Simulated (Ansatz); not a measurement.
A calculation with Ansatz 0.2.0 of As (native input, structure typed inline):

input.yaml

```yaml
crystal:
  lattice:
    - [1.8807968987, 1.0858785957, 3.5140619945]
    - [-1.8807968987, 1.0858785957, 3.5140619945]
    - [0.0, -2.1717571915, 3.5140619945]
  atoms:
    - { symbol: As, position: [0.226, 0.226, 0.226] }
    - { symbol: As, position: [0.774, 0.774, 0.774] }
hamiltonian:
  xc: revpbe
  pseudopotentials: { kind: paw_fr }
  dispersion: d3bj
magnetization:
  noncollinear: true
  spin_orbit: true
kpoints:
  mp_grid: { grid: [9, 9, 9] }
scf:
  occupations: { method: fermi_dirac, width: 0.05 }
output:
  forces: true
  stress: true
  eigenvalues: true
  bader: true
  populations: intrinsic
```

Potentials or basis: Ansatz PAW.

Command:

```sh
$ ansatz run input.yaml --threads 2 --pin off --max-ram 5120MiB --backend cpu --events-out ev --progress --plain --runs-dir out
```

Write the same calculation in another form: ASE script, structure from a POSCAR.

As run:

File run.py:

```python
import json

import ase.io
import numpy as np

import ansatz as az

atoms = ase.io.read("POSCAR", format="vasp")

calculation = (
    az.Crystal.from_ase(atoms)
    .calculation()
    .kpoints(9, 9, 9)
    .functional("revpbe", dispersion="d3bj")
    .pseudopotentials(kind="paw_fr")
    .spin("noncollinear", soc=True)
    .occupations(method="fermi_dirac", width=0.05)
    .populations(orbitals="intrinsic")
    .bader_charges()
    .forces()
    .stress()
    .band_table(publish=True)
)
outcome = calculation.run(threads=2, events_out="events.jsonl")

report = outcome.report
for line in open("events.jsonl"):
    event = json.loads(line)
    if event["event"] == "scf_iter":
        d = event["data"]
        print(f"SCF {d['iter']:3d}  HF = {d['harris_foulkes_ev']:.6f} eV  dr2 = {d['dr2_ev']:.2e} eV")
    elif event["event"] in ("relax_step", "md_step"):
        d = event["data"]
        print(f"{event['event']} {d['step']:3d}  E = {d['lagrangian_ev']:.6f} eV")
np.set_printoptions(precision=5, suppress=True, linewidth=110)
print("converged:", report["converged"], "after", report["n_iterations"], "iterations")
print(f"free energy {report['free_energy_ev']:.6f} eV, Fermi level {report['fermi_energy_ev']:.4f} eV")
for key in ("band_edges_ev", "magnetization_mub", "site_moments_mub", "site_moments_nc_mub", "forces_ev_ang",
                "stress_gpa"):
    if report.get(key) is not None:
        print(key, np.array(report[key]), sep="\n")
```

POSCAR

```
As
1.0
    1.8807968987      1.0858785957      3.5140619945
   -1.8807968987      1.0858785957      3.5140619945
    0.0000000000     -2.1717571915      3.5140619945
As
2
Direct
    0.2260000000      0.2260000000      0.2260000000
    0.7740000000      0.7740000000      0.7740000000
```

Potentials or basis: Ansatz PAW.

Launch:

```sh
$ python run.py
```

Both were run:

|  | native input, structure typed inline | ASE script, structure from a POSCAR |
| --- | --- | --- |
| Pressure | -1.3 GPa | -1.3 GPa |
| Largest force | 0.448 eV/Å | 0.448 eV/Å |
| Band gap on the k mesh | none (metal or under the smearing width) | none (metal or under the smearing width) |

Keys that steer only the numerical path or the files written may differ.

Caveat: the potentials were made for another functional, which shifts forces and pressure; pairwise dispersion overbinds metals, which lowers pressure and volume.
